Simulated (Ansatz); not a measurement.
# Ta: which structure is lowest?

These are results of DFT, RPBE, plane waves (420 eV) with PAW, scalar-relativistic (Ansatz), not measurements. (PAW data from PBE, frozen cores regenerated.)

Each structure is relaxed within its own symmetry, so a high-lying one may be dynamically unstable.

| structure | ΔE (meV/atom) | V (Å³/atom) | cell | magnetic state |
| --- | --- | --- | --- | --- |
| bcc | 0 | 18.64 | a = 3.341 Å | spin not included |
| A15 | 19 | 19.02 | a = 5.339 Å | spin not included |
| omega (AlB2-type) | 220 | 18.99 | a = 4.893 Å, c = 2.747 Å (c/a = 0.561) | spin not included |
| fcc | 225 | 19.16 | a = 4.247 Å | spin not included |
| dhcp | 241 | 19.13 | a = 2.960 Å, c = 10.082 Å (c/a = 3.406) | spin not included |
| hcp | 274 | 19.07 | a = 2.917 Å, c = 5.175 Å (c/a = 1.774) | spin not included |
| simple cubic | 1121 | 21.03 | a = 2.760 Å | spin not included |
| diamond | 2853 | 29.25 | a = 6.162 Å | spin not included |

ΔE counts from bcc.

Differences under about 8 meV lie within the error of the k-point mesh.
